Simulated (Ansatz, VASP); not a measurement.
**Ti in VASP and in Ansatz**

```
Ti
1.0
     4.49473    0.00000    0.00000
    -2.24736    3.89255    0.00000
     0.00000    0.00000    2.78558
Ti
3
Direct
  0.00000 0.00000 0.00000
  0.33333 0.66667 0.50000
  0.66667 0.33333 0.50000
```

Alike in both runs: functional PBE; dispersion D3(BJ); k mesh 12 × 12 × 14; occupations gaussian, width 0.1 eV; no spin polarisation.

Ansatz relaxed the structure, and its values are those at the end. VASP's run is a single point on that final structure, the one shown.

|  | VASP | Ansatz |
| --- | --- | --- |
| version | VASP 6.6.1 | Ansatz 0.2.0 |
| potentials or method | VASP PAW PBE potentials, release 64 (Ti_sv) | scalar-relativistic, plane waves, PAW |
| plane-wave cutoff (eV) | 520 | 420 |
| valence electrons in the cell | 36 | 36 |

```tsv
	VASP	Ansatz	Ansatz less VASP
gap on the k mesh at the Fermi level (eV)	none	none	-
pressure (GPa)	-0.3	0.0	+0.27
```

A gap of «none» marks a metal or a gap that the smearing closes.

Caveats: pairwise dispersion overbinds metals, which lowers pressure and volume.
